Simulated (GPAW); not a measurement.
Runs of GPAW 26.7.0 on TePt. Symmetry: P6_3/mmc, No. 194, hexagonal system. Conventional cell: a = 4.263 Å, b = 4.263 Å, c = 5.662 Å, α = 90.00°, β = 90.00°, γ = 120.00°. Pt (site symmetry -3m) has 2 Pt at 2.83 Å and 6 Te at 2.84 Å as nearest neighbours. Te (site symmetry -6m2) is surrounded by 6 Pt at 2.84 Å. Measurements of this composition are mostly on another form, of space group No. 166.

```tsv
level	U	pressure (GPa)
PBEsol+U	Pt d U = 8 eV	(a)
PBEsol	-	-5.9
PBEsol+U	Pt d U = 1 eV	-6.3
PBEsol+U	Pt d U = 6 eV	-8.0
PBEsol+U	Pt d U = 3 eV	(b)
```

Alike in all rows: task band structure; potentials or basis PAW data sets generated in the run's folder for this functional, pw; no spin polarisation; cell as given; k mesh 5 × 5 × 4; cutoff (eV) 600; smearing fermi-dirac 0.05 eV.

Fill in the values left out.

(a) -8.6; (b) -7.0.

Caveats: U without spin polarisation on a metal has little footing (some runs); the U is typed as a test and isn't derived for this compound (some runs).
